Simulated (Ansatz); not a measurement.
The system is CuO.

```
CELL_PARAMETERS angstrom
1.99097 -2.15355 0.00000
1.99097 2.15355 0.00000
0.00000 0.00000 5.15593
ATOMIC_POSITIONS crystal
Cu 0.50000 0.00000 0.00000
Cu 0.00000 0.50000 0.50000
O 0.50000 0.50000 0.25000
O 0.50000 0.50000 0.75000
```

Measurements of this composition are mostly on another form, of space group No. 15.

Base run:

* Program: Ansatz 0.2.0
* Functional: PBEsol
* Potentials or basis: all-electron PAW datasets made for the crystal
* Cutoff: 480 eV
* Density cutoff: 1920 eV
* k mesh: 9 × 9 × 5
* Occupations: fermi-dirac, width 0.05 eV
* Spin: no spin polarisation

Its results: pressure -6.0 GPa.

Q: The run is repeated on the same cell with these changes: functional from PBEsol to LDA; potentials or basis from all-electron PAW datasets made for the crystal to all-electron LAPW, scalar-relativistic; cutoff from 480 eV to 405 eV; density cutoff from 1920 eV to 1622 eV. What comes out?

A: Pressure -12.0 GPa.

Caveats: the run has no spin polarisation, though such a crystal can be magnetic.

Not every run made on this cell is shown here.
